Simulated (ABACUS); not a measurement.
Crystal: Li.

```
CELL_PARAMETERS angstrom
-1.75465 1.75465 1.75465
1.75465 -1.75465 1.75465
1.75465 1.75465 -1.75465
ATOMIC_POSITIONS crystal
Li 0.00000 0.00000 0.00000
```

Base run:

```yaml
Program: ABACUS 3.10.1
Functional: revPBE
Potentials_or_basis: Ansatz NC PBE
Cutoff: 1034 eV
Density_cutoff: 4136 eV
Basis: plane waves
k_mesh: 9 × 9 × 9
Occupations: fermi-dirac, width 0.05 eV
Spin: no spin polarisation
```

Its results: band gap on the k mesh none (metal or under the smearing width); pressure -0.3 GPa.

**Question.** The run is repeated on the same cell with these changes: functional from revPBE to LDA; potentials or basis from Ansatz NC PBE to GBRV ultrasoft 1.5 LDA; cutoff from 1034 eV to 544 eV; density cutoff from 4136 eV to 4354 eV. What comes out?

**Answer.** Band gap on the k mesh none (metal or under the smearing width); pressure -1.6 GPa.

Caveats: the potentials were made for another functional, which shifts forces and pressure (some runs).

Not every run made on this cell is shown here.
